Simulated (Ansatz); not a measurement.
# SnO2 (1T monolayer type, one sheet): optical response by level, part 2 of 3

How does SnO2 (1T monolayer type, one sheet) absorb light if electrons and holes don't interact? The runs, in order: HSE06 for the gap; optics with PBE on 12×12×1; optics with r2SCAN on 12×12×1; optics with LDA on 12×12×1; optics with PBE and scissors to the HSE06 gap on 12×12×1.

Ansatz 0.2.0; plane waves, PAW; no local fields, no excitons; one sheet in a cell with vacuum, so ε is a mean over the cell's height; no spin-orbit coupling unless a run is so named. The steps go on from the part before.

**4. Optics, r2SCAN**

Input file input.yaml:

```yaml
crystal:
  lattice:
    - [3.1889330004, 0.0, 0.0]
    - [-1.5944665002, 2.7616969893, 0.0]
    - [0.0, 0.0, 28.5336526072]
  atoms:
    - { symbol: Sn, position: [0.0, 0.0, 0.3154170314] }
    - { symbol: O, position: [0.3333333333, 0.6666666667, 0.3501534352] }
    - { symbol: O, position: [0.6666666667, 0.3333333333, 0.2806806276] }
  periodic: [true, true, false]
kpoints:
  mp_grid: { grid: [12, 12, 1] }
hamiltonian:
  xc: r2scan
scf:
  occupations: { method: fixed }
output:
  optics: { e_range: [0, 16], de: 0.05, sigma: 0.1, bands: auto }
```

The run is started by

```bash
$ ansatz run input.yaml --threads 4 --pin off --max-ram 5529MiB --backend cpu --events-out ev --progress --plain --runs-dir out
```

The log of the run:

```text
Warning: RAYON_NUM_THREADS=4 ignored (pool sized by the plan → 4); use --threads N
Engine: ansatz 0.2.0, aarch64-unknown-linux-gnu
Pseudopotentials: kind: paw
Pseudopotential: Sn, paw, valence charge 14, recommended cutoff 500 eV (meta_gga), Sn.paw.azcp
Pseudopotential: O, paw, valence charge 6, recommended cutoff 500 eV (meta_gga), O.paw.azcp
Functional definition: r2SCAN
  parameter k0 = 0.174
  parameter k1 = 0.065
  parameter a1 = 4.9479
  exchange = r2scan_x(k0 = k0, k1 = k1, a1 = a1)
  correlation = r2scan_c
Crystal: 3 atoms, lattice volume = 251.292 Å³
Basis set: ecut = 500 eV, 6363 PW (Γ), exchange–correlation on 96×96×864 points (64 copies of the dense FFT grid, shifted against one another)
Bands: 17, of which v1, the nominal top of the filled ones, is band 13 counted from 1 (12 counted from 0)
Symmetry: 12 space group operations
Space group: P-3m1 (ITA 164), of the structure as read, at distance tolerance 6.3e-5 Å
k-points: 19 of 144
Non-local potential: Sn, projectors of the file, l = 0: 2, l = 1: 2, l = 2: 2, l = 3: 2
Non-local potential: O, projectors of the file, l = 0: 2, l = 1: 2, l = 2: 1
PAW form: soft (Blöchl's): semilocal exchange-correlation on the pseudo side does not see the compensation charge
PAW frozen core: Sn, regenerated for the run's functional (the file was generated under x = pbe(κ = 0.804, μ = 0.2195149727645171), c = pbe(β = 0.06672455060314922))
PAW frozen core: O, regenerated for the run's functional (the file was generated under x = pbe(κ = 0.804, μ = 0.2195149727645171), c = pbe(β = 0.06672455060314922))
PAW one-centre angular grid: Sn, 590 points (default); XC on 249 of its mesh's 2787 points in the sphere
PAW one-centre angular grid: O, 302 points (default); XC on 160 Gauss nodes
Initial density: superposition of atomic densities (neutral atoms: chi_scale 0, normalization atom), corrected by the library's trained network
Initial wavefunctions: pseudopotential atomic-orbital guess
Functional: x = r2scan, c = r2scan; τ floored in thin density (d = 2e-4 eV/Å³)
SCF iter   1: F=—  HF=-7175.442153 eV  |F-HF|=—  |Δ(HF+E_count)|=         —  Δρ=3.89e-3  dr2=2.93e-2  dr2_τ=1.27e-1  ethr=1.77e-3  ⟨swp⟩=6.8  Hψ=2007  notcnv=0  defer=38
preconditioner: auto → none  [insulator: Δε(μ)=3.500 eV  Ē_g=20.584 eV  n_scr=16 (ndim 8)  ℏωp=11.9 eV  f_vac=0.822  ε∞_Penn≈1.3]
SCF iter   2: F=—  HF=-7175.496590 eV  |F-HF|=—  |Δ(HF+E_count)|=   5.44e-2  Δρ=2.20e-3  dr2=4.18e-3  dr2_τ=8.67e-4  ethr=1.13e-4  ⟨swp⟩=4.3  Hψ=979  notcnv=0  defer=38
SCF iter   3: F=—  HF=-7175.497244 eV  |F-HF|=—  |Δ(HF+E_count)|=   6.54e-4  Δρ=7.56e-4  dr2=1.00e-3  dr2_τ=8.89e-5  ethr=1.61e-5  ⟨swp⟩=3.4  Hψ=679  notcnv=0  defer=38
SCF iter   4: F=—  HF=-7175.497346 eV  |F-HF|=—  |Δ(HF+E_count)|=   1.02e-4  Δρ=1.68e-4  dr2=6.04e-5  dr2_τ=5.70e-6  ethr=3.85e-6  ⟨swp⟩=3.8  Hψ=714  notcnv=0  defer=38
SCF iter   5: F=—  HF=-7175.497332 eV  |F-HF|=—  |Δ(HF+E_count)|=   1.38e-5  Δρ=2.58e-5  dr2=4.65e-7  dr2_τ=1.26e-7  ethr=2.32e-7  ⟨swp⟩=3.6  Hψ=679  notcnv=0  defer=38
SCF iter   6: F=—  HF=-7175.497384 eV  |F-HF|=—  |Δ(HF+E_count)|=   5.22e-5  Δρ=4.76e-6  dr2=4.09e-8  dr2_τ=3.79e-9  ethr=1.79e-9  ⟨swp⟩=3.9  Hψ=871  notcnv=0  defer=38
SCF iter   7: F=—  HF=-7175.497384 eV  |F-HF|=—  |Δ(HF+E_count)|=   1.73e-8  Δρ=1.40e-6  dr2=1.86e-9  dr2_τ=3.12e-10  ethr=1.57e-10  ⟨swp⟩=3.7  Hψ=732  notcnv=0  defer=38
SCF iter   8: F=—  HF=-7175.497384 eV  |F-HF|=—  |Δ(HF+E_count)|=   1.67e-9  Δρ=2.73e-7  dr2=1.92e-10  dr2_τ=2.11e-11  ethr=7.17e-12  ⟨swp⟩=3.9  Hψ=767  notcnv=0  defer=38
SCF iter   9: F=-7175.497384 eV  HF=-7175.497384 eV  |F-HF|=1.46e-11  |Δ(HF+E_count)|=  2.64e-11  Δρ=5.61e-8  dr2=6.00e-12  dr2_τ=3.27e-13  ethr=1.00e-12  ⟨swp⟩=18.4  Hψ=2939  notcnv=0
SCF 1 converged in 9 iterations: F = -7175.497384 eV  dr2 = 6.00e-12
NSCF: frozen V_eff on 19 k-points
Optics k sum: 0 of 19 k-points
[...]
NSCF: frozen V_eff on 1 k-points
NSCF: frozen V_eff on 1 k-points
NSCF: frozen V_eff on 1 k-points
output.optics: what the bands over the 115 summed would add to eps1, eps2 and the energy-loss function is held between a lower and an upper bound (5 Lanczos steps). eps1, eps2 and their loss function (loss_summed_bands) are given on every row as the summed bands alone make them. Along an axis, on a row where the two bounds hold the loss function to about 1 % of the greater of itself and 0.5 % of |1/eps|, its cell (loss_completed) is given, with the completed eps1 and eps2 that it is formed of (a cell that is left empty reads nan in the table and null in the record). The two bounds hold it so along every axis on all 321 rows up to 16.000 eV. The run works to bound the rows up to 28.129 eV and no higher ones: a peak of the loss function over that energy may be left empty with no warning. To have the run work for it, set output.optics.bands.spectra_wanted_up_to to a higher energy. perfect_screening_sum, loss_f_sum_n_eff and, beside carriers, perfect_screening_limit are those of loss_summed_bands: over the bounded function the two sums would run over rows that are not all bounded, and lack what the bands left out lay past the top of the energy grid. Bounded is said of the bands left out alone, which are those that the basis at basis.ecutwfc holds: it says nothing of that cutoff, of the k-point mesh, of what the sum inside its cells errs by (eps2_relative_error), of the factors of all_electron_strengths, nor of how far the SCF is converged. The bands left out are taken at the k-points, and what their mean over the points' cells stands off that by is in neither bound: the run's estimate of it, which the test of a row counts in, is 0.03 % of |eps| at the most among the values given; where the mean stood off by over 0.5 % the points' spread read 0.1 to 3 times that
SCF converged after 9 iterations
Free energy (F): -7175.497384 eV
Harris-Foulkes:  -7175.497384 eV  (|F-HF|=1.46e-11)
Internal energy: -7175.497384 eV  (E = F + TS)
E sigma→0 (E₀):  -7175.497384 eV
Fermi energy:    -8.721226 eV
--- Per-component energies (eV) ---
  E_band       = -524.099506
  E_kinetic    = 541.546664
  E_local      = -44305.511179  (includes V_loc(G=0)·N_el)
  E_nonlocal   = 65.167114
  E_hartree    = 21961.349624
  E_xc         = -518.084489
  E_vxc        = -312.158480  (∫ρ·V_xc dr)
  E_paw        = -4491.269678  (= ΣΔE_a)
  E_vpaw       = -456.073090  (= ΣTr[D̂ρ^β])
  E_aug_tail   = 0.002024  (compensation charges beyond the density's cutoff)
  E_vtau       = 20.228303  (kinetic-family band-sum trace: ∫τ·v_τ [+ j·A + Jᵃ·Aᵃ] dr)
  E_ewald      = 19570.631098
  E_core_change = 0.671438  (= ΣΔE_core)
  E_smearing   = -0.000000  (= −TS)
  E_closure    = -0.000000  (closes the sum)
  Σ components = -7175.497384   (vs F -7175.497384, Δ=0.00e0)
--- Band table (eV; the first three rows and the last of 19) ---
  k-point 0: bands = ["-29.2460", "-28.8846", "-28.8846", "-28.6502", "-28.6502", "-27.4743", "-25.8701", "-12.1655", "-9.9277", "-9.9277", "-9.4360", "-9.4360", "-9.3574", "-5.2823", "-2.0186", "0.0783", "0.0794"]
  k-point 1: bands = ["-29.2060", "-28.9667", "-28.8677", "-28.6708", "-28.6512", "-27.4385", "-25.7267", "-12.3059", "-10.3075", "-10.1280", "-9.6934", "-9.3395", "-9.1163", "-4.9154", "-1.7640 (-1.7640°)", "0.2011", "0.2214"]
  k-point 2: bands = ["-29.2412", "-29.0414", "-28.8252", "-28.7013", "-28.6497", "-27.3211", "-25.3763", "-12.7697", "-11.0379", "-10.5291", "-9.9058", "-9.2138", "-8.9859", "-4.0668", "-1.1667 (-1.1667°)", "0.5478", "0.6484"]
  k-point 18: bands = ["-29.5029", "-29.5029", "-28.6818", "-28.6818", "-28.6468", "-25.0946", "-25.0946", "-15.1001", "-12.3530", "-12.3530", "-11.3256", "-8.8628", "-8.8628", "-1.2668", "2.2296", "2.9326", "2.9326"]
  ° read free of the cell's end (the report's vacuum.weakly_bound_levels)
```

Wall time 54 s (4 threads of Arm Neoverse V1, shared host); peak memory 1.6 GiB.

optics.tsv begins:

```
# eps_inf(xx yy zz) = 1.491288 1.491288 1.349315
# eps_inf_bands = all
# eps_inf_summed_bands(xx yy zz) = 1.479923 1.479923 1.336667
# eps_inf_completed(xx yy zz) = 1.491288 1.491288 1.349315
# eps2_relative_error = 0.0007
# eps_inf_relative_error = 0.0050
# f_sum_n_eff(xx yy zz) = 19.648729 19.648729 19.084528 of n_electrons = 26.000000
# n_bands = 115
# n_bands_set_by = photon_energy
# valid_up_to_ev = 36.434220
# least_direct_gap_ev = 4.075099e0 at k(fractional) = 0.000000 0.000000 0.000000, k_point = 0, channel = 0, bands = 12 13 (counted from 0)
```

The dielectric function from optics.tsv (yy equals xx), one row in 16 (narrow peaks fall between the rows):

```
E (eV)  ε₂ xx  ε₂ zz  ε₁ xx  ε₁ zz
  3.85   0.00   0.00   1.67   1.53
  4.65   0.33   0.21   1.99   1.42
  5.45   0.41   0.22   1.57   1.36
  6.25   0.36   0.24   1.53   1.29
  7.05   0.28   0.05   1.59   1.26
  7.85   0.53   0.12   1.63   1.38
  8.65   1.33   0.52   2.08   1.39
  9.45   1.14   0.26   1.00   1.37
 10.25   0.53   0.38   0.82   1.39
 11.05   0.60   0.52   0.70   1.07
 11.85   0.17   0.23   0.94   1.15
 12.65   0.27   0.31   1.07   1.28
 13.45   0.53   0.69   1.11   1.24
 14.25   0.39   0.36   1.06   1.10
 15.05   0.32   0.35   0.72   0.57
 15.85   0.36   0.33   0.86   0.99
```

Tallest peaks of ε₂ (mean of the periodic axes): 1.8 at 8.80 eV, 1.2 at 9.50 eV, 0.8 at 14.55 eV.

**5. Optics, LDA**

input.yaml: that of step 4 with these lines changed.

```diff
@@ -13,3 +13,3 @@
 hamiltonian:
-  xc: r2scan
+  xc: lda
 scf:
```

The run is started by

```bash
$ ansatz run input.yaml --threads 4 --pin off --max-ram 5529MiB --backend cpu --events-out ev --progress --plain --runs-dir out
```

The log of the run:

```text
Warning: RAYON_NUM_THREADS=4 ignored (pool sized by the plan → 4); use --threads N
Engine: ansatz 0.2.0, aarch64-unknown-linux-gnu
Pseudopotentials: kind: paw
Pseudopotential: Sn, paw, valence charge 14, recommended cutoff 420 eV (normal), Sn.paw.azcp
Pseudopotential: O, paw, valence charge 6, recommended cutoff 420 eV (normal), O.paw.azcp
Functional definition: SPW92
  exchange = slater_x
  correlation = pw_c
Crystal: 3 atoms, lattice volume = 251.292 Å³
Basis set: ecut = 420 eV, 4955 PW (Γ)
Bands: 17, of which v1, the nominal top of the filled ones, is band 13 counted from 1 (12 counted from 0)
Symmetry: 12 space group operations
Space group: P-3m1 (ITA 164), of the structure as read, at distance tolerance 6.3e-5 Å
k-points: 19 of 144
Non-local potential: Sn, projectors of the file, l = 0: 2, l = 1: 2, l = 2: 2, l = 3: 2
Non-local potential: O, projectors of the file, l = 0: 2, l = 1: 2, l = 2: 1
PAW form: soft (Blöchl's): semilocal exchange-correlation on the pseudo side does not see the compensation charge
PAW frozen core: Sn, regenerated for the run's functional, and the local potential with it (the file was generated under x = pbe(κ = 0.804, μ = 0.2195149727645171), c = pbe(β = 0.06672455060314922))
PAW frozen core: O, regenerated for the run's functional, and the local potential with it (the file was generated under x = pbe(κ = 0.804, μ = 0.2195149727645171), c = pbe(β = 0.06672455060314922))
PAW one-centre angular grid: Sn, 590 points (default); XC on 64 Gauss nodes
PAW one-centre angular grid: O, 110 points (default); XC on 64 Gauss nodes
Initial density: superposition of atomic densities (neutral atoms: chi_scale 0, normalization atom), corrected by the library's trained network
Initial wavefunctions: pseudopotential atomic-orbital guess
Functional: x = slater, c = lda
SCF iter   1: F=—  HF=-6989.485112 eV  |F-HF|=—  |Δ(HF+E_count)|=         —  Δρ=7.06e-3  dr2=1.09e-1  ethr=1.77e-3  ⟨swp⟩=7.1  Hψ=2012  notcnv=0  defer=37
preconditioner: auto → none  [insulator: Δε(μ)=2.608 eV  Ē_g=19.233 eV  n_scr=16 (ndim 8)  ℏωp=11.9 eV  f_vac=0.823  ε∞_Penn≈1.4]
SCF iter   2: F=—  HF=-6989.461765 eV  |F-HF|=—  |Δ(HF+E_count)|=   2.33e-2  Δρ=4.17e-3  dr2=2.76e-2  ethr=4.21e-4  ⟨swp⟩=3.7  Hψ=878  notcnv=0  defer=38
SCF iter   3: F=—  HF=-6989.453262 eV  |F-HF|=—  |Δ(HF+E_count)|=   8.50e-3  Δρ=9.33e-4  dr2=9.96e-4  ethr=1.06e-4  ⟨swp⟩=3.6  Hψ=675  notcnv=0  defer=38
SCF iter   4: F=—  HF=-6989.453162 eV  |F-HF|=—  |Δ(HF+E_count)|=   1.00e-4  Δρ=1.57e-4  dr2=4.26e-5  ethr=3.83e-6  ⟨swp⟩=3.6  Hψ=823  notcnv=0  defer=38
SCF iter   5: F=—  HF=-6989.453189 eV  |F-HF|=—  |Δ(HF+E_count)|=   2.72e-5  Δρ=1.42e-4  dr2=3.61e-5  ethr=1.64e-7  ⟨swp⟩=3.3  Hψ=778  notcnv=0  defer=38
SCF iter   6: F=—  HF=-6989.453172 eV  |F-HF|=—  |Δ(HF+E_count)|=   1.73e-5  Δρ=5.17e-5  dr2=4.94e-6  ethr=1.39e-7  ⟨swp⟩=2.6  Hψ=600  notcnv=0  defer=38
SCF iter   7: F=—  HF=-6989.453168 eV  |F-HF|=—  |Δ(HF+E_count)|=   3.64e-6  Δρ=4.44e-6  dr2=4.87e-8  ethr=1.90e-8  ⟨swp⟩=3.2  Hψ=733  notcnv=0  defer=38
SCF iter   8: F=—  HF=-6989.453167 eV  |F-HF|=—  |Δ(HF+E_count)|=   1.54e-6  Δρ=1.52e-6  dr2=3.29e-9  ethr=1.87e-10  ⟨swp⟩=4.2  Hψ=840  notcnv=0  defer=38
SCF iter   9: F=—  HF=-6989.453167 eV  |F-HF|=—  |Δ(HF+E_count)|=  8.03e-10  Δρ=2.75e-7  dr2=1.71e-10  ethr=1.27e-11  ⟨swp⟩=3.0  Hψ=713  notcnv=0  defer=38
SCF iter  10: F=-6989.453167 eV  HF=-6989.453167 eV  |F-HF|=3.46e-11  |Δ(HF+E_count)|=  7.46e-11  Δρ=4.06e-8  dr2=3.05e-12  ethr=1.00e-12  ⟨swp⟩=19.4  Hψ=2922  notcnv=0
SCF 1 converged in 10 iterations: F = -6989.453167 eV  dr2 = 3.05e-12
NSCF: frozen V_eff on 19 k-points
Optics k sum: 0 of 19 k-points
[...]
NSCF: frozen V_eff on 1 k-points
NSCF: frozen V_eff on 1 k-points
NSCF: frozen V_eff on 1 k-points
output.optics: what the bands over the 116 summed would add to eps1, eps2 and the energy-loss function is held between a lower and an upper bound (4 Lanczos steps). eps1, eps2 and their loss function (loss_summed_bands) are given on every row as the summed bands alone make them. Along an axis, on a row where the two bounds hold the loss function to about 1 % of the greater of itself and 0.5 % of |1/eps|, its cell (loss_completed) is given, with the completed eps1 and eps2 that it is formed of (a cell that is left empty reads nan in the table and null in the record). The two bounds hold it so along every axis on all 321 rows up to 16.000 eV. The run works to bound the rows up to 28.129 eV and no higher ones: a peak of the loss function over that energy may be left empty with no warning. To have the run work for it, set output.optics.bands.spectra_wanted_up_to to a higher energy. perfect_screening_sum, loss_f_sum_n_eff and, beside carriers, perfect_screening_limit are those of loss_summed_bands: over the bounded function the two sums would run over rows that are not all bounded, and lack what the bands left out lay past the top of the energy grid. Bounded is said of the bands left out alone, which are those that the basis at basis.ecutwfc holds: it says nothing of that cutoff, of the k-point mesh, of what the sum inside its cells errs by (eps2_relative_error), of the factors of all_electron_strengths, nor of how far the SCF is converged. The bands left out are taken at the k-points, and what their mean over the points' cells stands off that by is in neither bound: the run's estimate of it, which the test of a row counts in, is 0.03 % of |eps| at the most among the values given; where the mean stood off by over 0.5 % the points' spread read 0.1 to 3 times that
SCF converged after 10 iterations
Free energy (F): -6989.453167 eV
Harris-Foulkes:  -6989.453167 eV  (|F-HF|=3.46e-11)
Internal energy: -6989.453167 eV  (E = F + TS)
E sigma→0 (E₀):  -6989.453167 eV
Fermi energy:    -8.637853 eV
--- Per-component energies (eV) ---
  E_band       = -511.116661
  E_kinetic    = 538.434512
  E_local      = -44309.662855  (includes V_loc(G=0)·N_el)
  E_nonlocal   = 74.784223
  E_hartree    = 21955.875606
  E_xc         = -520.864411
  E_vxc        = -281.913236  (∫ρ·V_xc dr)
  E_paw        = -4299.275011  (= ΣΔE_a)
  E_vpaw       = -444.515294  (= ΣTr[D̂ρ^β])
  E_aug_tail   = 0.004929  (compensation charges beyond the density's cutoff)
  E_ewald      = 19570.631098
  E_core_change = 0.618741  (= ΣΔE_core)
  E_smearing   = -0.000000  (= −TS)
  E_closure    = -0.000000  (closes the sum)
  Σ components = -6989.453167   (vs F -6989.453167, Δ=0.00e0)
--- Band table (eV; the first three rows and the last of 19) ---
  k-point 0: bands = ["-28.4233", "-28.1636", "-28.1636", "-27.9125", "-27.9125", "-26.3849", "-24.5080", "-12.0980", "-9.8914", "-9.8914", "-9.3744", "-9.3744", "-9.3096", "-5.8875", "-2.8418", "-0.2216", "-0.2110"]
  k-point 1: bands = ["-28.3888", "-28.2237", "-28.1459", "-27.9324", "-27.9136", "-26.3385", "-24.3853", "-12.2549", "-10.2659", "-10.0880", "-9.6567", "-9.2845", "-9.0495", "-5.5240", "-2.5923", "-0.1105", "-0.0813"]
  k-point 2: bands = ["-28.4373", "-28.2502", "-28.1009", "-27.9664", "-27.9129", "-26.1903", "-24.0757", "-12.7616", "-10.9907", "-10.4901", "-9.8674", "-9.1651", "-8.9095", "-4.7051", "-2.0160", "0.1271", "0.3418"]
  k-point 18: bands = ["-28.6368", "-28.6368", "-27.9504", "-27.9504", "-27.8988", "-23.8740", "-23.8740", "-15.2657", "-12.2961", "-12.2961", "-11.3333", "-8.7847", "-8.7847", "-2.1454", "1.1767", "1.8951", "1.8951"]
```

Wall time 29 s (4 threads of Arm Neoverse V1, shared host); peak memory 1.1 GiB.

From the head of optics.tsv:

```
# eps_inf(xx yy zz) = 1.588865 1.588865 1.409310
# eps_inf_bands = all
# eps_inf_summed_bands(xx yy zz) = 1.577907 1.577907 1.397302
# eps_inf_completed(xx yy zz) = 1.588865 1.588865 1.409310
# eps2_relative_error = 0.0006
# eps_inf_relative_error = 0.0053
# f_sum_n_eff(xx yy zz) = 19.381186 19.381186 18.924897 of n_electrons = 26.000000
# n_bands = 116
# n_bands_set_by = photon_energy
# valid_up_to_ev = 35.977543
# least_direct_gap_ev = 3.422094e0 at k(fractional) = 0.000000 0.000000 0.000000, k_point = 0, channel = 0, bands = 12 13 (counted from 0)
```

The dielectric function from optics.tsv (yy equals xx), one row in 17 (narrow peaks fall between the rows):

```
E (eV)  ε₂ xx  ε₂ zz  ε₁ xx  ε₁ zz
  3.20   0.00   0.00   1.78   1.62
  4.05   0.49   0.25   2.11   1.46
  4.90   0.46   0.27   1.64   1.38
  5.75   0.45   0.22   1.62   1.16
  6.60   0.62   0.04   1.86   1.45
  7.45   0.79   0.30   2.04   1.72
  8.30   1.01   0.26   0.95   1.37
  9.15   0.63   0.48   0.72   1.37
 10.00   0.65   0.79   0.77   1.20
 10.85   0.29   0.23   0.95   1.16
 11.70   0.31   0.36   1.07   1.29
 12.55   0.56   0.83   1.01   1.10
 13.40   0.60   0.76   0.85   1.33
 14.25   0.30   0.24   0.85   0.92
 15.10   0.34   0.31   0.77   0.96
 15.95   0.25   0.50   0.77   0.92
```

Tallest peaks of ε₂ (mean of the periodic axes): 0.7 at 6.80 eV, 2.1 at 7.85 eV, 1.3 at 8.65 eV.

[end of part 2 of 3]
